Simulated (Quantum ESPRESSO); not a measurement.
Crystal: AlN.

```
Al N
1.0
     0.00000    2.18399    2.18399
     2.18399    0.00000    2.18399
     2.18399    2.18399    0.00000
Al N
1 1
Direct
  0.00000 0.00000 0.00000
  0.25000 0.25000 0.25000
```

Measurements of this composition are mostly on another form, of space group No. 186.

Base run:

```yaml
Program: Quantum ESPRESSO 7.5
Functional: vdW-DF3-opt2
Potentials_or_basis: PseudoDojo 0.4.1 SR PBE standard
Cutoff: 1143 eV
Density_cutoff: 4572 eV
k_mesh: 10 × 10 × 10
Occupations: fermi-dirac, width 0.05 eV
Spin: no spin polarisation
```

Its results: band gap on the k mesh 3.35 eV, indirect (least direct gap 4.23 eV); pressure 4.1 GPa.

**Question.** The run is repeated on the same cell with these changes: functional from vdW-DF3-opt2 to vdW-DF-C09. What comes out?

**Answer.** Band gap on the k mesh 3.27 eV, indirect (least direct gap 4.17 eV); pressure 2.8 GPa.

Caveats: the potentials were made for another functional, which shifts forces and pressure.

Not every run made on this cell is shown here.
